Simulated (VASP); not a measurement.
**SnO2 (Cassiterite): phonons with LDA**

SnO2 (Cassiterite):

```
Sn O
1.0
     4.72726    0.00000    0.00000
     0.00000    4.72726    0.00000
     0.00000    0.00000    3.19590
Sn O
2 4
Direct
  0.00000 0.00000 0.00000
  0.50000 0.50000 0.50000
  0.30604 0.30604 0.00000
  0.19396 0.80604 0.50000
  0.69396 0.69396 0.00000
  0.80604 0.19396 0.50000
```

```yaml
Program: VASP 6.6.1
Task: phonons
Functional: LDA
Potentials_or_basis: VASP PAW LDA potentials, release 64 (Sn_d, O)
Cutoff: 600 eV
k_mesh: 6 × 6 × 8
Occupations: gaussian, width 0.03 eV
Spin: no spin polarisation
By_perturbation_theory: no
Further_INCAR_settings: ALGO = Fast; EDIFF = 1e-08; IBRION = 6; POTIM = 0.015; NSW = 1
```

```json
{
 "Highest phonon frequency at Γ, LO-TO splitting left out": "756 cm⁻¹"
}
```

Phonon frequencies in cm⁻¹ (negative: imaginary):
| q point | frequencies |
| --- | --- |
| (0.000, 0.000, 0.000) | 0 0 0 102 147 223 223 282 282 348 463 468 468 561 601 601 629 756 |

Run time: 7 min on 2 MPI ranks on Intel(R) Xeon(R) 6975P-C (Granite Rapids), with other jobs on the host, peak memory 0.45 GiB a rank.
